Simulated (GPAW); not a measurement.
# Cu (P-1) in GPAW: single point with PBE

Aim: the single point of Cu with PBE.

Everything below comes from runs of GPAW 26.7.0. Logs are shortened: lines on timing, memory, paths and dates and some standing lists are left out, and cuts for length are marked. The log counts tension as positive stress, the text compression.

### Step 1. The cell of the first run

The typed cell holds 1 atom: a = 2.488 Å, b = 2.486 Å, c = 2.441 Å, α = 108.63°, β = 107.81°, γ = 112.97°.

This isn't the form of Cu at room conditions, which is fcc.

### Step 2. Single point, PBE (strain = -0.01; cell sheared at random, sigma 0.01, atoms nudged by 0.01 Å)

File run.py:

```python
from ase.dft.bandgap import bandgap
from ase.io import read, write
from ase.units import GPa
from gpaw import GPAW, PW

atoms = read('Cu.xyz')

calc = GPAW(mode=PW(600),
            xc='PBE',
            kpts={'size': (13, 13, 13), 'gamma': True},
            occupations={'name': 'fermi-dirac', 'width': 0.05},
            nbands=14,
            convergence={'density': 1e-05, 'energy': 1e-05},
            maxiter=150,
            txt='gpaw.txt')
atoms.calc = calc
energy = atoms.get_potential_energy()
forces = atoms.get_forces()
stress = atoms.get_stress()
calc.write('gs.gpw')
write('result.traj', atoms)
print(f'Energy: {energy:.6f} eV')
print('Forces (eV/A):')
print(forces.round(4))
print('Stress (GPa):', (stress / GPa).round(3))
print('Fermi level:', round(calc.get_fermi_level(), 4), 'eV')
print(f'Gap: {bandgap(calc)[0]:.4f} eV, direct: {bandgap(calc, direct=True)[0]:.4f} eV')
```

File Cu.xyz:

```xyz
1
Lattice="-1.4613073134 1.4715806188 1.3739820400 1.4560532270 -1.4752289665 1.3723068300 1.4179584507 1.4320280889 -1.3778349000" Properties=species:S:1:pos:R:3 pbc="T T T"
Cu     0.0000000000      0.0000000000      0.0000000000
```

Potentials or basis: GPAW PAW data sets (gpaw-data 1.2.1), pw.

Command:

```console
OMP_NUM_THREADS=1 python run.py
```

gpaw.txt:

```text
__  _  _
 | _ |_)|_||  |
 |__||  | ||/\| - 26.7.0

Input parameters:
  mode=PW(ecut=600.0),
  convergence={'density': 1e-05, 'energy': 1e-05},
  kpts=MonkhorstPack(size=(13, 13, 13), gamma=True),
  maxiter=150,
  nbands=14,
  occupations=Occupations(name='fermi-dirac', width=0.05),
  xc=XC(name='PBE')

Diagonalizing LCAO Hamiltonian
Converting LCAO to pw mode

       Cu

Atoms  # Å, Bohr magnetons
|   | symbol |        x |        y |        z |    initial magnetic moments |
|---|--------|----------|----------|----------|-----------------------------|
| 0 |     Cu | 0.000000 | 0.000000 | 0.000000 | ( 0.0000,  0.0000,  0.0000) |

Unit cell  # Å
| periodic |         x |         y |         z |  lengths |     angles |
|----------|-----------|-----------|-----------|----------|------------|
|      yes | -1.461307 |  1.471581 |  1.373982 | 2.487729 | 108.630841 |
|      yes |  1.456053 | -1.475229 |  1.372307 | 2.485884 | 107.812919 |
|      yes |  1.417958 |  1.432028 | -1.377835 | 2.441258 | 112.967528 |

Number of symmetries: 2
Symmetry operations  # r_c * U_cc + t_c -> r_c
|   | kind |            matrix            |
|---|------|------------------------------|
| 0 |  E   |  1, 0, 0,  0, 1, 0,  0, 0, 1 |
| 1 |  i   | -1, 0, 0,  0,-1, 0,  0, 0,-1 |

BZ-sampling:
  Number of BZ points: 2197
  Number of IBZ points: 1099

  Monkhorst-Pack size: [13, 13, 13]
  Monkhorst-Pack shift: [0, 0, 0]

K-points  # in reciprocal-cell coordinates
|      |                                coordinates |     weight |
|------|--------------------------------------------|------------|
|    0 | (  0.00000000,   0.00000000,   0.00000000) | 0.00045517 |
|    1 | (  0.00000000,   0.00000000,   0.07692308) | 0.00091033 |
|    2 | (  0.00000000,   0.00000000,   0.15384615) | 0.00091033 |
|    3 | (  0.00000000,   0.00000000,   0.23076923) | 0.00091033 |
|    4 | (  0.00000000,   0.00000000,   0.30769231) | 0.00091033 |
|    5 | (  0.00000000,   0.00000000,   0.38461538) | 0.00091033 |
|    6 | (  0.00000000,   0.00000000,   0.46153846) | 0.00091033 |
|    7 | (  0.00000000,   0.07692308,  -0.46153846) | 0.00091033 |
|    8 | (  0.00000000,   0.07692308,  -0.38461538) | 0.00091033 |
|    9 | (  0.00000000,   0.07692308,  -0.30769231) | 0.00091033 |
|  ... |                                            |            |
| 1098 | (  0.46153846,   0.46153846,   0.46153846) | 0.00091033 |

Plane wave coefficients: 397
Cutoff: 600.0 eV

Spin-components: 1 (collinear spins)
Bands:           14
Projectors:      6
Spin-degeneracy: 2
Datatype:        complex128

Parallelization:
  kpt:    1
  domain: 1
  band:   1

Density:
  Valence electrons: 11.0
  Components: 1
  Grid points: [15 15 14]
  Charge: 0.0  # |e|

Potential:
  Grid points: [15 15 14]

species:
  Cu:
    name:    Copper
    Z:       29.0
    valence: 11
    core:    18
    charge:  0.0  # [|e|]
    compensation charges:
      type: gauss
      rc: 0.33  # [Å]
      lmax: 2
    cutoffs:
      filter: 2.06  # [Å]
      core: 2.43  # [Å]
    projectors
    | kind |    occ | energy [eV] | rcut [Å] |
    |------|--------|-------------|----------|
    |   4s |  1.000 |      -4.609 |    1.164 |
    |   4p |  0.000 |      -0.698 |    1.164 |
    |   3d | 10.000 |      -5.039 |    1.058 |
    |    s |        |      22.603 |    1.164 |
    |    p |        |      26.513 |    1.164 |
    |    d |        |      22.172 |    1.058 |

    Using partial waves for Cu as LCAO basis

Reference energy: -45021.451841  # eV

eigensolver:
  PPCG
  Converge bands: occupied
  niter=2

density mixing:
  MSR1-Mixer
  Pratt-step length: 0.05
  Maximum mixing coefficient: 0.75
  Old densities: 10
  SVD Regularization: 0.005
  Good broyden scale: 1.0
  Trust region scale: 1.0
  Backstep threshold: 4.0
  History deletion threshold: 6.0
  Fourier metric: weight=20.0, sigma=0.015

occupation numbers:
  Fermi-Dirac:
    width: 0.0500  # eV

poisson solver:
  ecut: 4800.0  # eV

xc functional:
  name: PBE with 2 nearest neighbor stencil

convergence criteria:
- Maximum integral of absolute [dens]ity change: 1e-05 electrons / valence electron
- Maximum [total energy] change in last 3 cyles: 1e-05 eV / valence electron
- Maximum integral of absolute [eigenst]ate change: 4e-08 eV^2 / valence electron
maximum number of iterations: 150

SCF iterations
|iter     | |      energy | eigst |  dens |
|---------|-|-------------|-------|-------|
|iter:   1| |   -4.576296 | -0.45 |       |
|iter:   2| |   -4.215929 | -3.02 | -0.90 |
|iter:   3| |   -3.639284 | -1.93 | -1.00 |
|iter:   4| |   -3.629026 | -4.01 | -1.83 |
|iter:   5| |   -3.621727 | -3.49 | -1.96 |
|iter:   6| |   -3.621737 | -6.49 | -3.51 |
|iter:   7| |   -3.621734c| -6.06 | -3.52 |
|iter:   8| |   -3.621734c| -8.15c| -4.67 |
|iter:   9| |   -3.621734c| -8.61c| -5.36c|

Converged in 9 steps
Energy contributions relative to reference atoms: (reference = -45021.451841)

Energy contributions:
  Kinetic:         -10.439362
  Coulomb:           8.137401
  Zero:              0.053662
  External:          0.000000
  Xc:               -1.372293
  Entropy:          -0.002284
  Spinorbit:         0.000000
  ----------------------------
  Free energy:      -3.622876
  Extrapolated:     -3.621734

dipole moment: (-3.080519, -3.114701, -2.984027)  # |e|*Ang

Fermi level: 8.412
Eigenvalues  # (at kpt = [0.000, 0.000, 0.000])
| band index |      eig [eV] | occ [0-2] |
|------------|---------------|-----------|
|          0 |        -1.157 |     2.000 |
|          1 |         5.126 |     2.000 |
|          2 |         5.242 |     2.000 |
|          3 |         5.442 |     2.000 |
|          4 |         6.198 |     2.000 |
|          5 |         6.416 |     2.000 |
|          6 |        32.935 |     0.000 |
|          7 |        34.312 |     0.000 |
|          8 |        35.072 |     0.000 |
|          9 |        36.638 |     0.000 |
|         10 |        37.200 |     0.000 |
|         11 |        37.908 |     0.000 |
|         12 |        38.263 |     0.000 |
|         13 |        38.418 |     0.000 |

No gap
No difference between direct/indirect transitions

Forces  # eV/Ang
|       x |       y |       z |
|---------|---------|---------|
| 0.00000 | 0.00000 | 0.00000 |  # Cu   0

Stress tensor  # eV/Ang^3
|         x |         y |         z |
|-----------|-----------|-----------|
| -0.054032 | -0.024599 | -0.002968 |
| -0.024599 | -0.058830 | -0.002311 |
| -0.002968 | -0.002311 | -0.058014 |

# Writing to gs.gpw (mode='')
```

Wall time 91 s (1 thread of Arm Neoverse V2, shared host); peak memory 0.29 GiB.

Results:

* Free energy: -3.6229 eV
* Pressure: 9.1 GPa
* Band gap on the k mesh: none (metal or under the smearing width)

Stress tensor (GPa, compression positive):
```
8.66 3.94 0.48
3.94 9.43 0.37
0.48 0.37 9.29
```

Levels at points of the mesh, in eV from the Fermi level:
```csv
k point,band 4,band 5,band 6,band 7,band 8,band 9
"(0.00, 0.00, 0.00)",-2.97,-2.21,-2.00,24.52,25.90,26.66
```

Caveat: with this Cu data set, volumes or pressures lay over 1.5 % or 2 GPa off other programs in two to four cells of ten; the density grid can change from cell to cell, which puts small steps into energies and stress.
